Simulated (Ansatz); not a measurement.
**FeCo: a fit and a missing row**

FeCo, Pm-3m, a = 2.838 Å. The structure is a COD entry; whether it is the stable form wasn't checked. Ansatz: r2SCAN, PAW, 500 eV, Γ-centred 14×14×14 mesh on 2 atoms, Gaussian smearing 0.10 eV; collinear spin, largest moment 3.1 μB. Symmetry fixes shape and atoms, so the cell is only scaled; pressure is positive in compression.

| V (Å³/atom) | P (GPa) |
| --- | --- |
| 10.746 | 14.25 |
| 11.089 | 6.55 |
| 11.432 | 0.03 |
| 11.775 | ? |
| 12.118 | -10.19 |

**Question.** Take V0 = 11.432 Å³/atom, count pressures from its P0 = 0.03 GPa, fit the third-order Birch–Murnaghan form to the other rows, and predict the missing pressure.

**Answer.** With the Eulerian strain f = ½[(V0/V)^(2/3) − 1] and y = (P − P0)/[3f(1 + 2f)^(5/2)], the form is the line y = B0 + 1.5 B0 (B0′ − 4) f. Rows (f, y): 0.02106, 203.0; 0.01026, 201.3; -0.01905, 197.1. Means f = 0.004090, y = 200.47; Σ(Δf)² = 0.0008615, ΣΔfΔy = 0.1260; the slope is their ratio. y = 199.9 + 146.3 f GPa, so B0 = 199.9 GPa and B0′ = 4 + 2 × (146.3)/(3 × 199.9) = 4.49. At V = 11.775, f = -0.00976, y = 198.47 and P = -5.50 GPa. The run gave -5.47 GPa, so the fit is 0.03 GPa too low, a small miss on the scale of the series.

The state reached may not be the lowest one. Only parallel moments were tried here.

Cost: 5 runs of about 5.3 core-minutes in all, on Intel Xeon Platinum 8259CL (Skylake/Cascade Lake) (shared hosts).